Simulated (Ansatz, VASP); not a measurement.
WC in VASP and in Ansatz

```xyz
2
Lattice="2.9292 0.0000 0.0000 -1.4646 2.5368 0.0000 0.0000 0.0000 2.8570" Properties=species:S:1:pos:R:3 pbc="T T T"
W     0.0000    0.0000    0.0000
C     1.4646    0.8456    1.4285
```

Change from the starting cell: volume scaled by 1.03.

Alike in both runs: task single point; functional PBEsol; k mesh 13 × 13 × 12; occupations fermi-dirac, width 0.05 eV; no spin polarisation.

```csv
,VASP,Ansatz
version,VASP 6.6.1,Ansatz 0.2.0
potentials or method,"VASP PAW PBE potentials, release 64 (W_sv, C), cutoff 520 eV","all-electron LAPW, scalar-relativistic"
```

Ansatz gave:

```
pressure (GPa)                                  : -12.0
largest component of the traceless stress (GPa) : 1.43
```

Estimate VASP's values.

pressure (GPa): -11.0; largest component of the traceless stress (GPa): 1.21.

Ansatz ran all-electron here, so the differences hold the error of VASP's frozen core and of both bases.

Caveats: the PAW data sets were made with another functional, which shifts forces and pressure a little (VASP). Spin-orbit coupling is left out, which matters for the levels of W.
